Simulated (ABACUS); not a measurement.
# ZrSe2 under changes of volume

One of the cells (25.784 Å³/atom); the others are scaled copies at fixed shape and fractional positions:

```
Zr Se
1.0
     3.79800    0.00000    0.00000
    -1.89900    3.28916    0.00000
     0.00000    0.00000    6.19200
Zr Se
1 2
Cartesian
  0.0000 0.0000 0.0000
  1.8990 1.0964 4.6440
  0.0000 2.1928 1.5480
```

| Property | Result |
| --- | --- |
| Program | ABACUS 3.10.1 |
| Functional | PBE |
| Potentials or basis | PseudoDojo NC SR 0.4.1 PBE standard |
| Cutoff | 1361 eV |
| Density cutoff | 5442 eV |
| Basis | DZP LCAO (the cutoffs set its grid) |
| k mesh | 8 × 8 × 5 |
| Occupations | fermi-dirac, width 0.05 eV |
| Spin | no spin polarisation |

```tsv
volume (Å³/atom)	energy over the lowest point (meV/atom)	pressure (GPa)	gap on the mesh (eV)	largest force (eV/Å)
24.237	57.62	8.5	0.34	1.159
24.753	33.87	6.3	0.36	0.889
25.268	16.76	4.3	0.39	0.638
25.784	5.89	2.5	0.41	0.405
26.300	0.38	0.9	0.43	0.188
26.815	0.00	-0.6	0.45	0.014
27.331	?	?	?	?
```

Question: What does the run at 27.331 Å³/atom give?

Answer: Energy over the lowest point 4.12 meV/atom; pressure -1.9 GPa; gap on the mesh 0.47 eV; largest force 0.202 eV/Å.

Worked out: A Birch-Murnaghan fit of order 3 (a polynomial in V^(-2/3)) to the other rows has its minimum at 26.60 Å³/atom with B0 = V·E''(V) = 76 GPa and B' = 3.9 at fixed shape and positions, which overstates the stiffness. It gives 4.15 meV/atom at 27.331 Å³/atom, against the run's 4.12, and -dE/dV = -2.0 GPa, against -1.9. A straight line through the other rows of the gap, of slope 1.1 eV per unit of ln V, extrapolates to 0.47 eV, against the run's 0.47.

Energies are extrapolated to zero smearing.

Caveats: the atomic orbitals were generated for these runs and aren't a published set; an odd mesh through Γ misses points on the zone boundary, where band edges often lie; this functional lacks dispersion, which binds the layers, so the pressure and a relaxed spacing across them are unreliable; the basis of atomic orbitals isn't converged, which shifts pressures, moduli and gaps; forces of over 1 eV/Å show positions far from the minimum, so gaps and moduli don't describe the material at rest (some runs). Spin-orbit coupling on Se, Zr is left out.
